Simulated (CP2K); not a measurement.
Pt:

```
Pt
1.0
     2.77313    0.00000    0.00000
     1.38657    2.40160    0.00000
     1.38657    0.80053    2.26425
Pt
1
Direct
  0.00000 0.00000 0.00000
```

- Program: CP2K 2026.2
- Task: single point
- Functional: PBE
- Potentials or basis: POTENTIAL_UZH Pt GTH-PBE-q18; TZVP-MOLOPT-PBE-GTH basis
- Density cutoff: 6123 eV
- k mesh: 12 × 12 × 12
- Occupations: fermi-dirac, width 0.05 eV
- Spin: no spin polarisation

On this cell: pressure 10.2 GPa; band gap on the k mesh none (metal or under the smearing width).

The same run follows on a disturbed copy (cell strained at random at fixed volume):

```
Pt
1.0
     2.74381    0.00000    0.00000
     1.35909    2.39913    0.00000
     1.34650    0.86199    2.29081
Pt
1
Direct
  0.98674 0.01995 0.00694
```

What changes?

The energy (extrapolated to zero smearing) moves by +2.8 meV/atom; pressure 10.3 GPa; band gap on the k mesh none (metal or under the smearing width).

Stress tensor (GPa, compression positive):
```
11.56  0.57  0.37
 0.57 11.11 -1.06
 0.37 -1.06  8.30
```

Caveats: the basis of atomic orbitals isn't converged, which shifts pressures, moduli and gaps.
